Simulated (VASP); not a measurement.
# Ba (Im-3m) in VASP: settings compared

The runs below take Ba through band structure, equation of state, with SCAN0, PW91, PBE+TS, r2SCAN+rVV10.

Everything below comes from runs of VASP 6.6.1. Logs are shortened: lines on timing, memory, paths and dates and some standing lists are left out, and cuts for length are marked.

## (1) The structure

The structure is cubic, space group Im-3m (No. 229). The conventional cell has a = 5.013 Å, b = 5.013 Å, c = 5.013 Å, α = 90.00°, β = 90.00°, γ = 90.00°. Ba (site symmetry m-3m) has 8 Ba at 4.34 Å as nearest neighbours.

## (2) Band structure, SCAN0 (cell strained at random at fixed volume)

POSCAR reads:

```
Ba
1.0
   -2.5502240000      2.4939840000      2.5200580000
    2.4848970000     -2.5268710000      2.4876180000
    2.5384530000      2.5151000000     -2.5529450000
Ba
1
Direct
    0.0019970000     -0.0034850000     -0.0018450000
```

INCAR.step1 reads:

```
SYSTEM = Ba
ALGO = Normal
EDIFF = 1E-5
ENCUT = 520
GGA = PE
ISIF = 2
ISMEAR = 0
LASPH = .TRUE.
LCHARG = .FALSE.
LREAL = .FALSE.
LWAVE = .TRUE.
NELECT = 9.98
NELM = 100
PREC = Accurate
SIGMA = 0.01
```

INCAR.step2 reads:

```
SYSTEM = Ba
AEXX = 0.25
ALGO = Normal
EDIFF = 1E-6
ENCUT = 520
HFRCUT = -1
ISIF = 2
ISMEAR = 0
ISTART = 1
LASPH = .TRUE.
LCHARG = .FALSE.
LHFCALC = .TRUE.
LMIXTAU = .TRUE.
LREAL = .FALSE.
LWAVE = .FALSE.
METAGGA = SCAN
NELECT = 9.98
NELM = 100
PREC = Accurate
PRECFOCK = Fast
SIGMA = 0.01
```

KPOINTS reads:

```
k-points
0
Monkhorst
  4 4 4
  0 0 0
```

KPOINTS_OPT reads:

```
path XGY,LGZ,NGM,RG
10
line-mode
reciprocal
 0.0000000000 -0.5000000000  0.5000000000  X
 0.0000000000  0.0000000000  0.0000000000  G

 0.0000000000  0.0000000000  0.0000000000  G
 0.0000000000  0.0000000000 -0.5000000000  Y

 0.0000000000 -0.5000000000  0.0000000000  L
 0.0000000000  0.0000000000  0.0000000000  G

 0.0000000000  0.0000000000  0.0000000000  G
 0.5000000000  0.0000000000  0.0000000000  Z

 0.5000000000 -0.5000000000  0.5000000000  N
 0.0000000000  0.0000000000  0.0000000000  G

 0.0000000000  0.0000000000  0.0000000000  G
 0.5000000000  0.0000000000 -0.5000000000  M

 0.5000000000 -0.5000000000  0.0000000000  R
 0.0000000000  0.0000000000  0.0000000000  G
```

Potentials or basis: VASP PAW PBE potentials, release 64 (Ba_sv).

On the command line:

```
cat potpaw_PBE.64/Ba_sv/POTCAR > POTCAR
cp INCAR.step1 INCAR
mpirun -np 1 vasp_std > vasp.out
cp INCAR.step2 INCAR
mpirun -np 1 vasp_std > vasp.out
```

OUTCAR:

```text
SYSTEM = Ba
   AEXX = 0.25
   EDIFF = 1E-6
   ENCUT = 520
   ISIF = 2
   ISMEAR = 0
   ISTART = 1
   LASPH = .TRUE.
   LHFCALC = .TRUE.
   LREAL = .FALSE.
   METAGGA = SCAN
   NELECT = 9.98
   NELM = 100
   PREC = Accurate
   PRECFOCK = Fast

 ion  position               nearest neighbor table
   1  0.002  0.997  0.998-

  LATTYP: Found a triclinic cell.
 ALAT       =     4.3298999371
 B/A-ratio  =     1.6168436894
 C/A-ratio  =     1.0142720972
 COS(alpha) =     0.0046887268
 COS(beta)  =     0.3364757627
 COS(gamma) =     0.8157553465

  Lattice vectors:

 A1 = (   2.4848970000,  -2.5268710000,   2.4876180000)
 A2 = (   4.9580230000,  -0.0446580000,   4.9423490000)
 A3 = (  -2.5384530000,  -2.5151000000,   2.5529450000)

Analysis of symmetry for initial positions (statically):
=====================================================================
 Subroutine PRICEL returns:
 Original cell was already a primitive cell.

 Routine SETGRP: Setting up the symmetry group for a
 triclinic supercell.

 Subroutine GETGRP returns: Found  2 space group operations
 (whereof  1 operations were pure point group operations)
 out of a pool of  2 trial point group operations.

The static configuration has the point symmetry C_1 .
 The point group associated with its full space group is S_2 .

Analysis of symmetry for dynamics (positions and initial velocities):
=====================================================================
 Subroutine PRICEL returns:
 Original cell was already a primitive cell.

 Routine SETGRP: Setting up the symmetry group for a
 triclinic supercell.

 Subroutine GETGRP returns: Found  2 space group operations
 (whereof  1 operations were pure point group operations)
 out of a pool of  2 trial point group operations.

The dynamic configuration has the point symmetry C_1 .
 The point group associated with its full space group is S_2 .

 Subroutine INISYM returns: Found  2 space group operations
 (whereof  1 operations are pure point group operations),
 and found     1 'primitive' translations

----------------------------------------------------------------------------------------

                                     Primitive cell

  volume of cell :      62.9888

  direct lattice vectors                    reciprocal lattice vectors
[... 96 lines left out ...]
   NELECT =       9.9800    total number of electrons
   NUPDOWN=      -1.0000    fix difference up-down
   EMIN   =  10.00;   EMAX   =-10.00  energy-range for DOS
   EFERMI =   0.00;   METHOD = LEGACY
   ISMEAR =     0;   SIGMA  =   0.01  broadening in eV -4-tet -1-fermi 0-gaus
   EFERMI_NEDOS =   21; number of points for ismear=-14 and -15
   IALGO  =     38    algorithm
   IMIX   =      1    mixing-type and parameters
     AMIX     =   0.40;   BMIX     =  1.00
     AMIX_MAG =   1.60;   BMIX_MAG =  1.00
  volume/ion in A,a.u.               =      62.99       425.07
  Fermi-wavevector in a.u.,A,eV,Ry     =   0.885858  1.674028 10.677091  0.784744
  Thomas-Fermi vector in A             =   2.006947
   LORBIT       =      0    0 simple, 1 ext, 2 COOP (PROOUT), +10 PAW based schemes
   METAGGA = SCAN    functional components
   LHFCALC =     T    Hartree Fock is set to
   PRECFOCK=fast      Normal, Fast or Accurate (Low or Medium for compatibility)
   ENCUT4O =  -1.0   cutoff for four orbital integrals eV
   NKREDX  =     1    reduce k-point grid by
   NKREDY  =     1    reduce k-point grid by
   NKREDZ  =     1    reduce k-point grid by
   AEXX    =    0.2500 exact exchange contribution
   HFSCREEN=    0.0000 screening length (either q_TF or 0.3 A-1)
   HFSCREENC=   0.0000 screening length for correlation (either q_TF or 0.3 A-1)
   ENCUTFOCK=  -1.0 apply spherical cutoff to Coloumb kernel
   IVDW    =     0    specifies the selected vdW correction
   LEPSILON=     F    determine dielectric tensor
   LRPA    =     F    only Hartree local field effects (RPA)
 non-spin polarized calculation
 Gauss-broadening in eV      SIGMA  =   0.01
  energy-cutoff  :      520.00
  volume of cell :       62.99
 maximum number of plane-waves:      1711
  NGX = 18; NGY = 18; NGZ = 18

 number of electron       9.9800000 magnetization

 Free energy of the ion-electron system (eV)
  ---------------------------------------------------
  ext. energy  EPLUGINS =         0.00000000
  ---------------------------------------------------
  free energy    TOTEN  =       -30.06679180 eV

  energy without entropy =      -30.06663376  energy(sigma->0) =      -30.06671278

 E-fermi :   1.8684     XC(G=0):  -6.1177

 val. band max:        1.8650738352   @ k =   0.3750  -0.1250   0.3750
 cond. band min:       2.2361437631   @ k =  -0.1250   0.3750   0.3750
 fundamental gap:      0.3710699279
 Fermi energy:         1.8683809651

 k-point     1 :       0.1250    0.1250    0.1250
  band No.  band energies     occupation
      1     -30.6284      2.00000
      2     -14.5595      2.00000
      3     -14.2486      2.00000
      4     -14.2385      2.00000
      5      -0.1896      2.00000
      6       3.2983      0.00000
      7       3.3299      0.00000
      8       6.0419      0.00000
      9       6.1334      0.00000
[... 265 lines left out ...]
 k-point    24 :      -0.1250    0.3750    0.3750
  band No.  band energies     occupation
      1     -30.5984      2.00000
      2     -14.5770      2.00000
      3     -14.5421      2.00000
      4     -14.2788      2.00000
      5       2.2361      0.00000
      6       2.3654      0.00000
      7       2.8646      0.00000
      8       6.0596      0.00000
      9       6.1307      0.00000

 [... further k-points ...]

------------------------ aborting loop because EDIFF is reached ----------------------------------------

  FORCE on cell =-STRESS in cart. coord.  units (eV):
  Direction    XX          YY          ZZ          XY          YZ          ZX
  --------------------------------------------------------------------------------------
  -------------------------------------------------------------------------------------
  Total        0.0236030     -0.0453941      0.0113118      0.0111777      0.0096070      0.0419231
  in kB        0.6003643     -1.1546416      0.2877253      0.2843154      0.2443623      1.0663541
  external PRESSURE =      -0.0888507 kB  Pullay stress =       0.0000000 kB

 VOLUME and BASIS-vectors are now :
 -----------------------------------------------------------------------------
  energy-cutoff  :      520.00
  volume of cell :       62.99
      direct lattice vectors                 reciprocal lattice vectors
    -2.550224000  2.493984000  2.520058000     0.003085545  0.200964561  0.201053481
     2.484897000 -2.526871000  2.487618000     0.201705885  0.001802430  0.202336596
     2.538453000  2.515100000 -2.552945000     0.199590255  0.200132046  0.003918060

 POSITION                                       TOTAL-FORCE (eV/Angst)
 -----------------------------------------------------------------------------------
      5.00491     -0.00262     -0.06425         0.000000     -0.000000     -0.000000
 -----------------------------------------------------------------------------------
    total drift:                               -0.000006     -0.000064      0.000012

  FREE ENERGIE OF THE ION-ELECTRON SYSTEM (eV)
  ---------------------------------------------------
  free  energy   TOTEN  =       -30.0667918007 eV

  energy  without entropy=      -30.0666337575  energy(sigma->0) =      -30.06671278
```

OUTCAR.step1:

```text
SYSTEM = Ba
   EDIFF = 1E-5
   ENCUT = 520
   GGA = PE
   ISIF = 2
   ISMEAR = 0
   LASPH = .TRUE.
[... 515 lines left out ...]
 POSITION                                       TOTAL-FORCE (eV/Angst)
 -----------------------------------------------------------------------------------
      5.00491     -0.00262     -0.06425         0.000000     -0.000000      0.000000
 -----------------------------------------------------------------------------------
    total drift:                                0.000002     -0.000001     -0.000002

  FREE ENERGIE OF THE ION-ELECTRON SYSTEM (eV)
  ---------------------------------------------------
  free  energy   TOTEN  =        -1.9598587220 eV

  energy  without entropy=       -1.9595305407  energy(sigma->0) =       -1.95969463
```

OSZICAR.step1:

```text
N       E                     dE             d eps       ncg     rms          rms(c)
DAV:   1     0.573898214686E+02    0.57390E+02   -0.37892E+03   576   0.811E+02
DAV:   2     0.511894928742E+00   -0.56878E+02   -0.55875E+02   658   0.149E+02
DAV:   3    -0.189908634912E+01   -0.24110E+01   -0.24055E+01   764   0.358E+01
DAV:   4    -0.195681400019E+01   -0.57728E-01   -0.57673E-01   876   0.468E+00
DAV:   5    -0.195799402233E+01   -0.11800E-02   -0.11794E-02   873   0.410E-01    0.165E+00
DAV:   6    -0.195880034246E+01   -0.80632E-03   -0.29308E-03   910   0.650E-01    0.982E-01
DAV:   7    -0.195966259139E+01   -0.86225E-03   -0.69029E-03   659   0.108E+00    0.432E-02
DAV:   8    -0.195984822516E+01   -0.18563E-03   -0.33181E-04   951   0.133E-01    0.325E-02
DAV:   9    -0.195985884372E+01   -0.10619E-04   -0.80247E-06   703   0.258E-02    0.578E-03
DAV:  10    -0.195985872203E+01    0.12170E-06   -0.43716E-06   374   0.157E-02
   1 F= -.19598587E+01 E0= -.19596946E+01  d E =-.328181E-03
```

Run time: 9.8 min. Hardware: 1 thread of Intel Xeon Platinum 8488C (Sapphire Rapids), shared host; peak memory 0.24 GiB.

These settings aren't checked as converged: the numbers below hold their error.

What came out:

```yaml
Free_energy: -30.0668 eV
Band_gap_along_the_path: none (metal or under the smearing width)
```

Caveat: the k mesh is coarse (spacing up to 0.45 Å⁻¹), so the values aren't converged, least of all with exact exchange; the cell is charged against a uniform background, so pressure and absolute levels hang on convention; the PAW data sets were made with another functional, which shifts forces and pressure a little; spin-orbit coupling is left out, which moves the levels of the heavy elements.

## (3) Band structure, PW91

run.py reads:

```python
from ase.calculators.vasp import Vasp
from ase.dft.bandgap import bandgap
from ase.io import read

atoms = read('Ba.cif', primitive_cell=True, subtrans_included=False)
calc = Vasp(
    directory='calc',
    pp='PBE',
    setups='recommended',
    prec='Accurate',
    encut=520,
    ediff=1e-07,
    ismear=1,
    sigma=0.2,
    lreal=False,
    lasph=True,
    nelm=60,
    algo='Normal',
    isif=2,
    lwave=False,
    lcharg=True,
    gga='91',
    kpts=[2, 2, 2],
    gamma=True,
    nbands=17,
)
atoms.calc = calc

print('energy (eV):', atoms.get_potential_energy())
print('free energy (eV):', atoms.get_potential_energy(force_consistent=True))
efermi = calc.get_fermi_level()
print('Fermi level (eV):', efermi)
path = atoms.cell.bandpath(npoints=60, eps=1e-4)
print('path:', path.path)
calc.set(kpts=path.kpts, reciprocal=True, icharg=11, isym=0, lcharg=False)
calc.calculate(atoms)
print('gap on the path (eV):', bandgap(calc, efermi=efermi)[0])
print('direct gap on the path (eV):', bandgap(calc, efermi=efermi, direct=True)[0])
```

Ba.cif reads:

```cif
data_Ba
_cell_length_a 5.01300000
_cell_length_b 5.01300000
_cell_length_c 5.01300000
_cell_angle_alpha 90.00000000
_cell_angle_beta 90.00000000
_cell_angle_gamma 90.00000000
_space_group_name_H-M_alt 'Im-3m'
_space_group_name_Hall '-I 4 2 3'
_space_group_IT_number 229
loop_
_space_group_symop_operation_xyz
'x,y,z'
'-x,-y,-z'
'-y,x,z'
'y,-x,-z'
'-x,-y,z'
'x,y,-z'
'y,-x,z'
'-y,x,-z'
'x,-y,-z'
'-x,y,z'
'-y,-x,-z'
'y,x,z'
'-x,y,-z'
'x,-y,z'
'y,x,-z'
'-y,-x,z'
'z,x,y'
'-z,-x,-y'
'z,-y,x'
'-z,y,-x'
'z,-x,-y'
'-z,x,y'
'z,y,-x'
'-z,-y,x'
'-z,x,-y'
'z,-x,y'
'-z,-y,-x'
'z,y,x'
'-z,-x,y'
'z,x,-y'
'-z,y,x'
'z,-y,-x'
'y,z,x'
'-y,-z,-x'
'x,z,-y'
'-x,-z,y'
'-y,z,-x'
'y,-z,x'
'-x,z,y'
'x,-z,-y'
'-y,-z,x'
'y,z,-x'
'-x,-z,-y'
'x,z,y'
'y,-z,-x'
'-y,z,x'
'x,-z,y'
'-x,z,-y'
'x+1/2,y+1/2,z+1/2'
'-x+1/2,-y+1/2,-z+1/2'
'-y+1/2,x+1/2,z+1/2'
'y+1/2,-x+1/2,-z+1/2'
'-x+1/2,-y+1/2,z+1/2'
'x+1/2,y+1/2,-z+1/2'
'y+1/2,-x+1/2,z+1/2'
'-y+1/2,x+1/2,-z+1/2'
'x+1/2,-y+1/2,-z+1/2'
'-x+1/2,y+1/2,z+1/2'
'-y+1/2,-x+1/2,-z+1/2'
'y+1/2,x+1/2,z+1/2'
'-x+1/2,y+1/2,-z+1/2'
'x+1/2,-y+1/2,z+1/2'
'y+1/2,x+1/2,-z+1/2'
'-y+1/2,-x+1/2,z+1/2'
'z+1/2,x+1/2,y+1/2'
'-z+1/2,-x+1/2,-y+1/2'
'z+1/2,-y+1/2,x+1/2'
'-z+1/2,y+1/2,-x+1/2'
'z+1/2,-x+1/2,-y+1/2'
'-z+1/2,x+1/2,y+1/2'
'z+1/2,y+1/2,-x+1/2'
'-z+1/2,-y+1/2,x+1/2'
'-z+1/2,x+1/2,-y+1/2'
'z+1/2,-x+1/2,y+1/2'
'-z+1/2,-y+1/2,-x+1/2'
'z+1/2,y+1/2,x+1/2'
'-z+1/2,-x+1/2,y+1/2'
'z+1/2,x+1/2,-y+1/2'
'-z+1/2,y+1/2,x+1/2'
'z+1/2,-y+1/2,-x+1/2'
'y+1/2,z+1/2,x+1/2'
'-y+1/2,-z+1/2,-x+1/2'
'x+1/2,z+1/2,-y+1/2'
'-x+1/2,-z+1/2,y+1/2'
'-y+1/2,z+1/2,-x+1/2'
'y+1/2,-z+1/2,x+1/2'
'-x+1/2,z+1/2,y+1/2'
'x+1/2,-z+1/2,-y+1/2'
'-y+1/2,-z+1/2,x+1/2'
'y+1/2,z+1/2,-x+1/2'
'-x+1/2,-z+1/2,-y+1/2'
'x+1/2,z+1/2,y+1/2'
'y+1/2,-z+1/2,-x+1/2'
'-y+1/2,z+1/2,x+1/2'
'x+1/2,-z+1/2,y+1/2'
'-x+1/2,z+1/2,-y+1/2'
loop_
_atom_site_label
_atom_site_type_symbol
_atom_site_symmetry_multiplicity
_atom_site_Wyckoff_symbol
_atom_site_fract_x
_atom_site_fract_y
_atom_site_fract_z
_atom_site_occupancy
Ba1 Ba 2 a 0.0000000000 0.0000000000 0.0000000000 1
```

Potentials or basis: VASP PAW PBE potentials, release 64 (Ba_sv).

On the command line:

```
python run.py
```

Log:

```text
energy (eV): -2.58744005
free energy (eV): -2.58821912
Fermi level (eV): 1.0838199
path: GHNGPH,PN
gap on the path (eV): 0.0
direct gap on the path (eV): 0.0
```

OUTCAR:

```text
ENCUT = 520.000000
   EDIFF = 1.00e-07
   GGA = 91
   PREC = Accurate
   ICHARG = 11
   ISIF = 2
   ISMEAR = 1
   ISYM = 0
   NELM = 60
   LASPH = .TRUE.
   LREAL = .FALSE.

 ion  position               nearest neighbor table
[... 621 lines left out ...]
  -------------------------------------------------------------------------------------
  Total       -0.8799137     -0.2345904     -1.8216496     -0.0671245     -0.0139431      0.2480964
  in kB      -22.3814155     -5.9670240    -46.3353339     -1.7073736     -0.3546558      6.3105608
  external PRESSURE =     -24.8945911 kB  Pullay stress =       0.0000000 kB

 VOLUME and BASIS-vectors are now :
 -----------------------------------------------------------------------------
  energy-cutoff  :      520.00
  volume of cell :       62.99
      direct lattice vectors                 reciprocal lattice vectors
    -2.506500000  2.506500000  2.506500000     0.000000000  0.199481348  0.199481348
     2.506500000 -2.506500000  2.506500000     0.199481348  0.000000000  0.199481348
     2.506500000  2.506500000 -2.506500000     0.199481348  0.199481348  0.000000000

 POSITION                                       TOTAL-FORCE (eV/Angst)
 -----------------------------------------------------------------------------------
      0.00000      0.00000      0.00000         0.000001     -0.000002      0.000001
 -----------------------------------------------------------------------------------
    total drift:                                0.000001     -0.000002      0.000001

  FREE ENERGIE OF THE ION-ELECTRON SYSTEM (eV)
  ---------------------------------------------------
  free  energy   TOTEN  =        -2.3567900135 eV

  energy  without entropy=       -2.3598158284  energy(sigma->0) =       -2.35779862
```

INCAR:

```text
ENCUT = 520.000000
SIGMA = 0.200000
EDIFF = 1.00e-07
ALGO = Normal
GGA = 91
PREC = Accurate
ICHARG = 11
ISIF = 2
ISMEAR = 1
ISYM = 0
NBANDS = 17
NELM = 60
LASPH = .TRUE.
LCHARG = .FALSE.
LWAVE = .FALSE.
LREAL = .FALSE.
```

It took 30 s on 1 thread of Intel Xeon Platinum 8488C (Sapphire Rapids), shared host; peak memory 0.19 GiB.

The run converged, but some of its settings lie outside the range that counts as converged (typed here: k = 2 × 2 × 2; NBANDS = 17), so its numbers aren't taken as properties of the crystal.

Results:

```yaml
Band_gap_along_the_path: none (metal or under the smearing width)
```

Caveat: the k mesh is coarse (spacing up to 0.89 Å⁻¹), so the values aren't converged; the log is that of the step along the path at fixed density, whose energy, stress, charges and moments have no meaning; the PAW data sets were made with another functional, which shifts forces and pressure a little; spin-orbit coupling is left out, which moves the levels of the heavy elements.

[end of part 1 of 2]
